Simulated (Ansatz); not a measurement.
Rough cost of magnetic runs on Ni (Im-3m) in Ansatz 0.2.0, 2 threads of Intel(R) Xeon(R) Platinum 8375C CPU @ 2.90GHz (Ice Lake), on a shared host.

```yaml
crystal:
  lattice:
    - [-1.38372, 1.38372, 1.38372]
    - [1.38372, -1.38372, 1.38372]
    - [1.38372, 1.38372, -1.38372]
  atoms:
    - { symbol: Ni, position: [0.00000, 0.00000, 0.00000] }
```

```json
{"run": "LAPW: spiral at 1 of the way from Γ to H", "functional, mesh": "PBE, 16×16×16", "k points solved": "349", "bands": "26", "iterations": "16", "wall time (s)": "200", "peak memory (GiB)": "0.92"}
{"run": "PAW: spiral at q = 0", "functional, mesh": "PBE, 16×16×16", "k points solved": "145", "bands": "26", "iterations": "14", "wall time (s)": "12", "peak memory (GiB)": "0.38"}
{"run": "LAPW: spiral at 0.25 of the way from Γ to H", "functional, mesh": "PBE, 16×16×16", "k points solved": "349", "bands": "26", "iterations": "13", "wall time (s)": "170", "peak memory (GiB)": "0.89"}
{"run": "PAW: spiral at 1 of the way from Γ to H", "functional, mesh": "PBE, 16×16×16", "k points solved": "349", "bands": "26", "iterations": "15", "wall time (s)": "41", "peak memory (GiB)": "0.5"}
{"run": "PAW: spiral at 0.75 of the way from Γ to H", "functional, mesh": "PBE, 16×16×16", "k points solved": "349", "bands": "26", "iterations": "17", "wall time (s)": "43", "peak memory (GiB)": "0.49"}
{"run": "PAW: free moments from the typed start", "functional, mesh": "PBE, 16×16×16", "k points solved": "145", "bands": "14", "iterations": "14", "wall time (s)": "2.3", "peak memory (GiB)": "0.32"}
{"run": "LAPW: spiral at q = 0", "functional, mesh": "PBE, 16×16×16", "k points solved": "145", "bands": "26", "iterations": "11", "wall time (s)": "73", "peak memory (GiB)": "0.55"}
{"run": "PAW: spiral at 0.25 of the way from Γ to H, mesh halved and not shifted", "functional, mesh": "PBE, 8×8×8", "k points solved": "59", "bands": "26", "iterations": "15", "wall time (s)": "4.2", "peak memory (GiB)": "0.33"}
{"run": "PAW: spiral at 0.5 of the way from Γ to H", "functional, mesh": "PBE, 16×16×16", "k points solved": "349", "bands": "26", "iterations": "20", "wall time (s)": "47", "peak memory (GiB)": "0.49"}
```

Problem. Roughly how much dearer is an iteration by LAPW than by PAW among the runs with the first row's mesh and spin treatment (non-collinear)?

Solution. About 5 times (medians of wall time over iterations; times from a shared host are rough).
